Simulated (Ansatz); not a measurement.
The calculation used Ansatz, DFT PBE, scalar-relativistic, plane waves, PAW. All cells share a 420 eV cutoff and Γ-centred k meshes spaced at most about 0.3 Å⁻¹ (about 0.25 or finer for metals, 2π included). No spin polarisation in the final relaxations.

These are static total energies at zero pressure.

Two relaxed structures of Cd:

A. Space group C2/m (No. 12), monoclinic, a = 5.193 Å, b = 3.223 Å, c = 3.154 Å, β = 119.4°. Cd is surrounded by 12 Cd at 3.06–3.35 Å.

B. Space group Fddd (No. 70), orthorhombic, a = 3.179 Å, b = 5.184 Å, c = 11.351 Å. Cd has 10 Cd at 3.04–3.22 Å and 4 Cd at 3.93 Å.

Question: Which would you expect to be lower, and how large is the difference?

Answer: A is lower, by 7 meV/atom. A has space group C2/m (No. 12), 23.0 Å³/atom and no gap on its mesh; B has space group Fddd (No. 70), 23.4 Å³/atom and no gap. Counting all near atoms (those within 1.25 times the shortest distance at each site), A has Cd 12 and B has Cd 10. Both come from invented guesses. The part of the Crystallography Open Database at hand lists Cd in space group No. 194, which no cell shown has.

The k mesh leaves some 4 meV/atom of noise in the energy of each metallic cell. Cells relaxed within their symmetry can be saddle points. The C2/m cell of Cd came from shaking the Fddd one.
